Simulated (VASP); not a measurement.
The system is TePb.

```
Te Pb
1.0
     0.00000    3.22185    3.22185
     3.22185    0.00000    3.22185
     3.22185    3.22185    0.00000
Te Pb
1 1
Direct
  0.50000 0.50000 0.50000
  0.00000 0.00000 0.00000
```

Base run:

```yaml
Program: VASP 6.6.1
Functional: TB-mBJ
Potentials_or_basis: VASP PAW PBE potentials, release 64 (Te, Pb_d)
Cutoff: 520 eV
k_mesh: 8 × 8 × 8
Occupations: gaussian, width 0.03 eV
Spin: no spin polarisation
```

Its results: band gap on the k mesh 1.10 eV, direct.

**Question.** The run is repeated on the same cell with these changes: functional from TB-mBJ to r2SCAN. What comes out?

**Answer.** Band gap on the k mesh 1.00 eV, direct.

Caveats: spin-orbit coupling is left out, which as a rule narrows the gap of such compounds by several tenths of an eV.
